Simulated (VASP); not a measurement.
# GaAs (F-43m) in VASP: notebook

The runs below take GaAs through G0W0 quasiparticle levels, with PBE.

Program: VASP 6.6.1. These are calculated values, not measurements. Logs are shortened: lines on timing, memory, paths and dates and some standing lists are left out, and cuts for length are marked.

## (1) The structure

It takes space group F-43m (No. 216, cubic). Conventional cell: a = 5.654 Å, b = 5.654 Å, c = 5.654 Å, α = 90.00°, β = 90.00°, γ = 90.00°. As (site symmetry -43m) has 4 Ga at 2.45 Å as nearest neighbours. Around Ga (site symmetry -43m) lie 4 As at 2.45 Å.

## (2) G0W0 quasiparticle levels, PBE

Input file POSCAR:

```
GaAs
1.0
    0.0000000000      2.8268500000      2.8268500000
    2.8268500000      0.0000000000      2.8268500000
    2.8268500000      2.8268500000      0.0000000000
As Ga
1 1
Direct
    0.7500000000      0.7500000000      0.7500000000
    0.0000000000      0.0000000000      0.0000000000
```

Input file INCAR.step1:

```
  PREC = Accurate
  ENCUT = 450
  EDIFF = 1E-8
  ISMEAR = 0
  SIGMA = 0.01
  LREAL = False
  LASPH = True
  NELM = 100
  ALGO = Fast
  LWAVE = True
  LCHARG = False
  GGA = PE
```

Input file INCAR.step2:

```
  PREC = Accurate
  ENCUT = 450
  EDIFF = 1E-8
  ISMEAR = 0
  SIGMA = 0.01
  LREAL = False
  LASPH = True
  NELM = 1
  ALGO = Exact
  LWAVE = True
  LCHARG = False
  GGA = PE
  NBANDS = 63
  LOPTICS = True
  ISTART = 1
```

Input file INCAR.step3:

```
  PREC = Accurate
  ENCUT = 450
  EDIFF = 1E-8
  ISMEAR = 0
  SIGMA = 0.01
  LREAL = False
  LASPH = True
  ALGO = EVGW0
  LWAVE = False
  LCHARG = False
  GGA = PE
  NELMGW = 1
  NBANDS = 63
  ENCUTGW = 150
  NOMEGA = 36
  PRECFOCK = Fast
  ISTART = 1
  NBANDSGW = 17
```

Input file KPOINTS:

```
Automatic mesh
0
Gamma
  3 3 3
```

Potentials or basis: VASP PAW PBE potentials, release 64 (As_GW, Ga_d_GW).

On the command line:

```bash
> cat potpaw_PBE.64/As_GW/POTCAR potpaw_PBE.64/Ga_d_GW/POTCAR > POTCAR
> cp INCAR.step1 INCAR
> mpirun -np 1 vasp_std > vasp.out
> cp INCAR.step2 INCAR
> mpirun -np 1 vasp_std > vasp.out
> cp INCAR.step3 INCAR
> mpirun -np 1 vasp_std > vasp.out
```

OUTCAR:

```text
PREC = Accurate
   ENCUT = 450
   EDIFF = 1E-8
   ISMEAR = 0
   LREAL = False
   LASPH = True
   GGA = PE
   NELMGW = 1
   ENCUTGW = 150
   PRECFOCK = Fast
   ISTART = 1

 Found      4 irreducible k-points:

 Following reciprocal coordinates:
            Coordinates               Weight
  0.000000  0.000000  0.000000      1.000000
  0.333333  0.000000  0.000000      8.000000
  0.333333  0.333333  0.000000      6.000000
 -0.333333  0.333333  0.000000     12.000000
   k-points           NKPTS =      4   k-points in BZ     NKDIM =     27   number of bands    NBANDS=     63
   number of dos      NEDOS =    301   number of ions     NIONS =      2
   total plane-waves  NPLWV =  21952
   dimension x,y,z NGX =    28 NGY =   28 NGZ =   28
   dimension x,y,z NGXF=    56 NGYF=   56 NGZF=   56
   ions per type =               1   1
   NGX,Y,Z   is equivalent  to a cutoff of  11.64, 11.64, 11.64 a.u.
   NGXF,Y,Z  is equivalent  to a cutoff of  23.29, 23.29, 23.29 a.u.
 SYSTEM =  unknown system
   PREC   = accura    normal or accurate (medium, high low for compatibility)
   ISTART =      1    job   : 0-new  1-cont  2-samecut
   ICHARG =      0    charge: 1-file 2-atom 10-const
   ISPIN  =      1    spin polarized calculation?
   LNONCOLLINEAR =      F non collinear calculations
   LSORBIT =      F    spin-orbit coupling
   LASPH  =      T    aspherical Exc in radial PAW
   ENCUT  =  450.0 eV  33.07 Ry    5.75 a.u.   6.91  6.91  6.91*2*pi/ulx,y,z
   NELM   =     60;   NELMIN=  2; NELMDL=  0     # of ELM steps
   EDIFF  = 0.1E-07   stopping-criterion for ELM
   LREAL  =      F    real-space projection
   EDIFFG = 0.1E-06   stopping-criterion for IOM
   NSW    =      0    number of steps for IOM
   IBRION =     -1    ionic relax: 0-MD 1-quasi-New 2-CG
   NFREE  =      0    steps in history (QN), initial steepest desc. (CG)
   ISIF   =      0    stress and relaxation
   ISYM   =      3    0-nonsym 1-usesym 2-fastsym
   POTIM  = 0.5000    time-step for ionic-motion
   TEBEG  =    0.0;   TEEND  =   0.0 temperature during run
   PSTRESS=    0.0 pullay stress
   NELECT =      18.0000    total number of electrons
   NUPDOWN=      -1.0000    fix difference up-down
   EMIN   =  10.00;   EMAX   =-10.00  energy-range for DOS
   EFERMI =   0.00;   METHOD = LEGACY
   ISMEAR =     0;   SIGMA  =   0.01  broadening in eV -4-tet -1-fermi 0-gaus
   EFERMI_NEDOS =   21; number of points for ismear=-14 and -15
   IALGO  =     38    algorithm
   IMIX   =      4    mixing-type and parameters
     AMIX     =   0.40;   BMIX     =  1.00
     AMIX_MAG =   1.60;   BMIX_MAG =  1.00
  volume/ion in A,a.u.               =      22.59       152.44
  Fermi-wavevector in a.u.,A,eV,Ry     =   1.204628  2.276417 19.743799  1.451128
  Thomas-Fermi vector in A             =   2.340347
   LORBIT       =      0    0 simple, 1 ext, 2 COOP (PROOUT), +10 PAW based schemes
   GGA     = PE    functional components
   LHFCALC =     T    Hartree Fock is set to
   PRECFOCK=fast      Normal, Fast or Accurate (Low or Medium for compatibility)
   ENCUT4O =  -1.0   cutoff for four orbital integrals eV
   NKREDX  =     1    reduce k-point grid by
   NKREDY  =     1    reduce k-point grid by
   NKREDZ  =     1    reduce k-point grid by
   AEXX    =    1.0000 exact exchange contribution
   HFSCREEN=    0.0000 screening length (either q_TF or 0.3 A-1)
   HFSCREENC=   0.0000 screening length for correlation (either q_TF or 0.3 A-1)
   ENCUTFOCK=  -1.0 apply spherical cutoff to Coloumb kernel
   IVDW    =     0    specifies the selected vdW correction
   LEPSILON=     F    determine dielectric tensor
   LRPA    =     F    only Hartree local field effects (RPA)
   LRPAFORCE           =     F    calculate RPA forces
   ENCUTGW             = 150.0    cutoff for response function in eV
   ENCUTGWSOFT         = 120.0    soft cutoff for Coulomb kernel in GW response function in eV
   ENCUTLF             =  -1.0    cutoff for local field effects
   NELMGW              =     1    number of iterations in solving QP/BSE equation
   NELMHF              =     1    number of iterations in the inner HF iteration
   NKREDLFX            =     1    NKREDLFY  =   1   NKREDLFZ  =   1
 non-spin polarized calculation
 Gauss-broadening in eV      SIGMA  =   0.01
  energy-cutoff  :      450.00
  volume of cell :       45.18
 maximum number of plane-waves:      1002
  NGX = 16; NGY = 16; NGZ = 16
   NGX = 13   NGY = 13   NGZ = 13
 maximum number of plane-waves:       194

 QP shifts <psi_nk| G(iteration)W_0 |psi_nk>: iteration 1
 for sc-GW calculations column KS-energies equals QP-energies in previous step
 and V_xc(KS)=  KS-energies - (<T + V_ion + V_H > + <T+V_H+V_ion>^1  + <V_x>^1)

 k-point   1 :       0.0000    0.0000    0.0000
  band No.  KS-energies  QP-energies   sigma(KS)   V_xc(KS)     V^pw_x(r,r')   Z            occupation Imag(sigma)

      1     -10.9652     -13.2085     -24.9908     -21.7129     -35.0607       0.6843       2.0000       0.4216
      2     -10.9652     -13.2085     -24.9908     -21.7129     -35.0607       0.6843       2.0000       0.4216
      3     -10.9652     -13.2085     -24.9908     -21.7129     -35.0607       0.6843       2.0000       0.4216
      4     -10.8897     -13.1466     -25.1083     -21.8097     -35.1532       0.6842       2.0000       0.3879
      5     -10.8897     -13.1466     -25.1083     -21.8097     -35.1532       0.6842       2.0000       0.3879
      6      -8.7613      -9.1369     -11.6669     -11.1300     -18.0691       0.6996       2.0000       1.2023
      7       3.9713       3.6902     -12.2348     -11.8698     -14.0635       0.7703       2.0000       0.1060
      8       3.9713       3.6902     -12.2348     -11.8698     -14.0635       0.7703       2.0000       0.1060
      9       3.9713       3.6902     -12.2348     -11.8698     -14.0635       0.7703       2.0000       0.1060
     10       4.4573       5.1563     -10.5774     -11.4832      -6.6663       0.7717       0.0000      -0.0949
     11       7.6163       7.8378      -9.7009      -9.9879      -5.4197       0.7719       0.0000      -0.1569
     12       7.6163       7.8378      -9.7009      -9.9879      -5.4197       0.7719       0.0000      -0.1569
     13       7.6163       7.8378      -9.7009      -9.9879      -5.4197       0.7719       0.0000      -0.1569
     14      11.5523      11.5502      -7.7324      -7.7298      -2.4984       0.7980       0.0000      -0.3515
     15      14.0011      14.1686      -9.5967      -9.8151      -4.4894       0.7668       0.0000      -0.3458
     16      14.0011      14.1686      -9.5967      -9.8151      -4.4894       0.7668       0.0000      -0.3458
     17      15.4490      15.3901      -7.7151      -7.6397      -2.1672       0.7808       0.0000      -0.5055

 k-point   2 :       0.3333    0.0000    0.0000
  band No.  KS-energies  QP-energies   sigma(KS)   V_xc(KS)     V^pw_x(r,r')   Z            occupation Imag(sigma)

      1     -11.0225     -13.2069     -24.6302     -21.4304     -34.6357       0.6827       2.0000       0.4425
      2     -10.9498     -13.1985     -25.0225     -21.7414     -35.0934       0.6853       2.0000       0.4185
      3     -10.9498     -13.1985     -25.0225     -21.7414     -35.0934       0.6853       2.0000       0.4185
      4     -10.8879     -13.1502     -25.1121     -21.8152     -35.1625       0.6862       2.0000       0.3879
      5     -10.8879     -13.1502     -25.1121     -21.8152     -35.1625       0.6862       2.0000       0.3879
      6      -7.6086      -7.9856     -12.2557     -11.7148     -18.3635       0.6970       2.0000       0.9992
      7      -1.4488      -1.8434     -11.3648     -10.8374     -14.4461       0.7481       2.0000       0.2964
      8       3.0286       2.7049     -11.8773     -11.4535     -13.8354       0.7637       2.0000       0.1258
      9       3.0286       2.7049     -11.8773     -11.4535     -13.8354       0.7637       2.0000       0.1258
     10       5.1377       5.5315      -9.8935     -10.4001      -5.9540       0.7775       0.0000      -0.1043
     11       8.5903       8.7965      -9.6029      -9.8677      -5.1438       0.7784       0.0000      -0.1950
     12       8.5903       8.7965      -9.6029      -9.8677      -5.1438       0.7784       0.0000      -0.1950
     13      11.2089      11.4644      -9.4848      -9.8186      -4.4911       0.7655       0.0000      -0.2970
     14      12.7078      12.6574      -7.7168      -7.6528      -2.4677       0.7864       0.0000      -0.3749
     15      13.5616      13.6601      -9.1574      -9.2856      -3.9861       0.7683       0.0000      -0.3713
     16      13.5616      13.6601      -9.1574      -9.2856      -3.9861       0.7683       0.0000      -0.3713
     17      17.4297      17.6656      -9.0836      -9.3920      -3.0327       0.7649       0.0000      -0.7209

 k-point   3 :       0.3333    0.3333    0.0000
  band No.  KS-energies  QP-energies   sigma(KS)   V_xc(KS)     V^pw_x(r,r')   Z            occupation Imag(sigma)

      1     -11.0487     -13.2201     -24.5773     -21.3931     -34.5827       0.6819       2.0000       0.4467
      2     -10.9292     -13.1909     -25.0787     -21.7888     -35.1581       0.6875       2.0000       0.4152
      3     -10.9292     -13.1909     -25.0787     -21.7888     -35.1581       0.6875       2.0000       0.4152
      4     -10.9078     -13.1498     -25.0423     -21.7545     -35.0769       0.6819       2.0000       0.3905
      5     -10.8802     -13.1482     -25.1242     -21.8295     -35.1791       0.6884       2.0000       0.3859
      6      -7.1933      -7.5631     -12.3288     -11.7998     -18.2771       0.6992       2.0000       0.9369
      7      -1.4259      -1.7455     -11.8386     -11.4096     -14.9407       0.7449       2.0000       0.2830
      8       1.7146       1.3184     -11.3931     -10.8707     -13.6202       0.7584       2.0000       0.1580
      9       1.7146       1.3184     -11.3931     -10.8707     -13.6202       0.7584       2.0000       0.1580
     10       5.4859       5.5478      -9.0281      -9.1068      -5.0940       0.7868       0.0000      -0.1157
     11       6.5640       6.6888      -9.1622      -9.3214      -5.0308       0.7833       0.0000      -0.1359
     12      11.9413      12.3260     -10.2769     -10.7837      -5.0802       0.7591       0.0000      -0.3389
     13      11.9413      12.3260     -10.2769     -10.7837      -5.0802       0.7591       0.0000      -0.3389
     14      12.5969      12.9648      -9.6426     -10.1210      -4.5237       0.7691       0.0000      -0.3528
     15      15.7649      15.9429      -9.4862      -9.7170      -4.0094       0.7714       0.0000      -0.5118
     16      17.0271      17.2137      -8.8305      -9.0752      -2.9007       0.7627       0.0000      -0.6643
     17      19.2178      19.2142      -8.4004      -8.3959      -2.4711       0.7735       0.0000      -0.8170

 k-point   4 :      -0.3333    0.3333    0.0000
  band No.  KS-energies  QP-energies   sigma(KS)   V_xc(KS)     V^pw_x(r,r')   Z            occupation Imag(sigma)

      1     -11.0523     -13.2114     -24.5298     -21.3600     -34.5293       0.6811       2.0000       0.4516
      2     -10.9358     -13.1905     -25.0523     -21.7622     -35.1196       0.6853       2.0000       0.4113
      3     -10.9284     -13.1918     -25.0765     -21.7908     -35.1572       0.6889       2.0000       0.4162
      4     -10.8975     -13.1501     -25.0835     -21.7897     -35.1296       0.6839       2.0000       0.3889
      5     -10.8864     -13.1506     -25.1082     -21.8146     -35.1595       0.6874       2.0000       0.3867
      6      -6.4238      -6.7719     -12.8050     -12.3079     -18.5480       0.7000       2.0000       0.8252
      7      -2.5472      -2.9322     -11.5198     -10.9905     -15.0772       0.7274       2.0000       0.3574
      8      -0.0359      -0.5357     -10.6291      -9.9723     -13.0686       0.7610       2.0000       0.2231
      9       1.9876       1.6057     -11.5098     -11.0075     -13.6679       0.7603       2.0000       0.1489
     10       6.1535       6.2884      -9.1909      -9.3631      -5.1205       0.7834       0.0000      -0.1268
     11       9.8178      10.2210      -9.9368     -10.4613      -5.2140       0.7686       0.0000      -0.2580
     12      11.0723      11.4101      -9.8761     -10.3179      -4.8073       0.7645       0.0000      -0.3007
     13      11.4324      11.8085      -9.7393     -10.2308      -4.4954       0.7651       0.0000      -0.3439
     14      11.6957      11.7347      -9.2254      -9.2750      -4.5145       0.7863       0.0000      -0.2649
     15      13.5618      13.6291      -9.1977      -9.2847      -4.1458       0.7737       0.0000      -0.3545
     16      18.2111      18.3822      -8.7288      -8.9499      -2.7256       0.7739       0.0000      -0.7534
     17      18.6244      18.6765      -8.2014      -8.2679      -2.3578       0.7829       0.0000      -0.7444
```

Wall time 20 s (1 thread of Intel Xeon 6975P-C (Granite Rapids), shared host); peak memory 0.28 GiB.

These settings aren't checked as converged: the numbers below hold their error.

Results:

```yaml
Band_gap_on_the_k_mesh_mean-field_level: 0.49 eV, direct
Quasiparticle_gap: 1.47 eV
Least_direct_quasiparticle_gap: 1.47 eV
```

Caveat: the k mesh is coarse (spacing up to 0.64 Å⁻¹), so the values aren't converged; the cutoff is under 1.25 times the usual one of these potentials, so pressure, stress and relaxed cells hold a basis-set (Pulay) error; bands, screening cutoff and mesh are small and nothing is extrapolated, so the quasiparticle values aren't converged.

## (3) G0W0 quasiparticle levels, PBE

POSCAR is that of step 2.

INCAR.step1 is that of step 2.

INCAR.step2, as its differences from that of step 2:

```diff
@@ -12,3 +12,3 @@
   GGA = PE
-  NBANDS = 63
+  NBANDS = 117
   LOPTICS = True
```

INCAR.step3, as its differences from that of step 2:

```diff
@@ -12,5 +12,5 @@
   NELMGW = 1
-  NBANDS = 63
-  ENCUTGW = 150
-  NOMEGA = 36
+  NBANDS = 117
+  ENCUTGW = 100
+  NOMEGA = 48
   PRECFOCK = Fast
```

KPOINTS is that of step 2.

Potentials or basis: VASP PAW PBE potentials, release 64 (As_GW, Ga_d_GW).

On the command line:

```bash
> cat potpaw_PBE.64/As_GW/POTCAR potpaw_PBE.64/Ga_d_GW/POTCAR > POTCAR
> cp INCAR.step1 INCAR
> mpirun -np 1 vasp_std > vasp.out
> cp INCAR.step2 INCAR
> mpirun -np 1 vasp_std > vasp.out
> cp INCAR.step3 INCAR
> mpirun -np 1 vasp_std > vasp.out
```

OUTCAR:

```text
PREC = Accurate
   ENCUT = 450
   EDIFF = 1E-8
   ISMEAR = 0
   LREAL = False
   LASPH = True
   GGA = PE
   NELMGW = 1
   ENCUTGW = 100
   PRECFOCK = Fast
   ISTART = 1

 Found      4 irreducible k-points:

 Following reciprocal coordinates:
            Coordinates               Weight
  0.000000  0.000000  0.000000      1.000000
  0.333333  0.000000  0.000000      8.000000
  0.333333  0.333333  0.000000      6.000000
 -0.333333  0.333333  0.000000     12.000000
   k-points           NKPTS =      4   k-points in BZ     NKDIM =     27   number of bands    NBANDS=    117
[... 59 lines left out ...]
   ENCUTLF             =  -1.0    cutoff for local field effects
   NELMGW              =     1    number of iterations in solving QP/BSE equation
   NELMHF              =     1    number of iterations in the inner HF iteration
   NKREDLFX            =     1    NKREDLFY  =   1   NKREDLFZ  =   1
 non-spin polarized calculation
 Gauss-broadening in eV      SIGMA  =   0.01
  energy-cutoff  :      450.00
  volume of cell :       45.18
 maximum number of plane-waves:      1002
  NGX = 16; NGY = 16; NGZ = 16
   NGX = 13   NGY = 13   NGZ = 13
 maximum number of plane-waves:       113
 NGX is ok and might be reduce to    14

 QP shifts <psi_nk| G(iteration)W_0 |psi_nk>: iteration 1
 for sc-GW calculations column KS-energies equals QP-energies in previous step
 and V_xc(KS)=  KS-energies - (<T + V_ion + V_H > + <T+V_H+V_ion>^1  + <V_x>^1)

 k-point   1 :       0.0000    0.0000    0.0000
  band No.  KS-energies  QP-energies   sigma(KS)   V_xc(KS)     V^pw_x(r,r')   Z            occupation Imag(sigma)

      1     -10.9652     -13.5931     -25.5388     -21.7129     -35.0607       0.6869       2.0000       0.3215
      2     -10.9652     -13.5931     -25.5388     -21.7129     -35.0607       0.6869       2.0000       0.3215
      3     -10.9652     -13.5931     -25.5388     -21.7129     -35.0607       0.6869       2.0000       0.3215
      4     -10.8897     -13.5348     -25.6579     -21.8097     -35.1532       0.6874       2.0000       0.2885
      5     -10.8897     -13.5348     -25.6579     -21.8097     -35.1532       0.6874       2.0000       0.2885
      6      -8.7613      -9.2097     -11.7686     -11.1300     -18.0691       0.7023       2.0000       1.1391
[... 59 lines left out ...]
      3     -10.9284     -13.5777     -25.6259     -21.7908     -35.1572       0.6908       2.0000       0.3163
      4     -10.8975     -13.5372     -25.6327     -21.7897     -35.1296       0.6869       2.0000       0.2885
      5     -10.8864     -13.5373     -25.6575     -21.8146     -35.1595       0.6898       2.0000       0.2865
      6      -6.4238      -6.8524     -12.9192     -12.3079     -18.5480       0.7011       2.0000       0.7789
[... 9 lines left out ...]
     16      18.2111      18.1760      -8.9954      -8.9499      -2.7256       0.7730       0.0000      -0.6911
     17      18.6244      18.4793      -8.4534      -8.2679      -2.3578       0.7822       0.0000      -0.6926
```

OUTCAR.step1:

```text
PREC = Accurate
   ENCUT = 450
   EDIFF = 1E-8
   ISMEAR = 0
   LREAL = False
[... 172 lines left out ...]
      4.24027      4.24027      4.24027        -0.000000      0.000000      0.000000
      0.00000      0.00000      0.00000         0.000000     -0.000000     -0.000000
 -----------------------------------------------------------------------------------
    total drift:                               -0.000016     -0.000016     -0.000016

  FREE ENERGIE OF THE ION-ELECTRON SYSTEM (eV)
  ---------------------------------------------------
  free  energy   TOTEN  =        -7.6601759757 eV

  energy  without entropy=       -7.6601759757  energy(sigma->0) =       -7.66017598
```

OUTCAR.step2:

```text
PREC = Accurate
   ENCUT = 450
   EDIFF = 1E-8
   ISMEAR = 0
   LREAL = False
[... 537 lines left out ...]
     0.00000   247.41706   247.41706   247.41706     0.00000     0.00000     0.00000
     1.33990     3.87074     3.87074     3.87074     0.00000     0.00000     0.00000
     2.67981   -29.63911   -29.63911   -29.63911     0.00000    -0.00000     0.00000
     4.01971    10.09898    10.09898    10.09898     0.00000     0.00000     0.00000
     5.35962     0.76947     0.76947     0.76947    -0.00000    -0.00000    -0.00000
     6.69952   -11.93833   -11.93833   -11.93833    -0.00000    -0.00000    -0.00000
[... 92 lines left out ...]
   131.31066     0.96296     0.96296     0.96296    -0.00000    -0.00000    -0.00000
   132.65057     0.96384     0.96384     0.96384    -0.00000    -0.00000    -0.00000
```

Wall time 23 s (1 thread of Intel Xeon 6975P-C (Granite Rapids), shared host); peak memory 0.28 GiB.

The run converged, but some of its settings lie outside the range that counts as converged, so its numbers aren't taken as properties of the crystal.

Results:

```
Band gap on the k mesh, mean-field level : 0.49 eV, direct
Quasiparticle gap                        : 1.44 eV
Least direct quasiparticle gap           : 1.44 eV
```

Caveat: the k mesh is coarse (spacing up to 0.64 Å⁻¹), so the values aren't converged; the cutoff is under 1.25 times the usual one of these potentials, so pressure, stress and relaxed cells hold a basis-set (Pulay) error; bands, screening cutoff and mesh are small and nothing is extrapolated, so the quasiparticle values aren't converged.

## (4) For comparison

An earlier run on the cell as given: functional PBEsol; potentials or basis VASP PAW PBE potentials, release 64 (As, Ga_d); cutoff 520 eV; k mesh 8 × 8 × 8; occupations fermi-dirac, width 0.05 eV; no spin polarisation.

- Pressure: 0.3 GPa
- Band gap on the k mesh: 0.46 eV, direct
